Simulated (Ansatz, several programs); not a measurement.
SiO2 (started from an entry of an open crystallographic database), relaxed with PBE in Ansatz (plane waves, PAW): the symmetry is I-42d (No. 122, tetragonal); conventional cell a = 5.027 Å, c = 7.379 Å, 15.54 Å³ an atom. Si is surrounded by 4 O at 1.63 Å; O is surrounded by 2 Si at 1.63 Å. The cell was then scaled with its shape and fractional coordinates held, which makes it stiffer than a relaxed compression. No spin polarisation and no zero-point or thermal motion.

| V (Å³/atom) | E (meV/atom) |
| --- | --- |
| 14.605 | 29.63 |
| 15.071 | 7.07 |
| 15.537 | 0.00 |
| 16.470 | 24.00 |

(1) Pass a cubic E = c₀ + c₁u + c₂u² + c₃u³, with u = V − 15.421 Å³, through these points.

(2) Where is the minimum, and what bulk modulus follows?

(3) Predict the energy and the pressure at the withheld volume, 16.003 Å³.

Results:

(1) c₀ = 0.43, c₁ = -7.345, c₂ = 32.043, c₃ = -3.4498 (meV and Å³).

(2) dE/du = 0 at u = +0.117, so V₀ = 15.54 Å³. B = V₀ d²E/dV² = 15.54 × (2c₂ + 6c₃u) = 15.54 × 61.669 = 958 meV/Å³, and 1 meV/Å³ is 0.16022 GPa: 154 GPa. A third-order Birch-Murnaghan fit to all five points gives 15.54 Å³ and 152 GPa.

(3) With u = +0.582: E ≈ 6.33 meV and P = −dE/dV ≈ -4.24 GPa. The run gives 6.32 meV and, from its stress, -4.23 GPa.
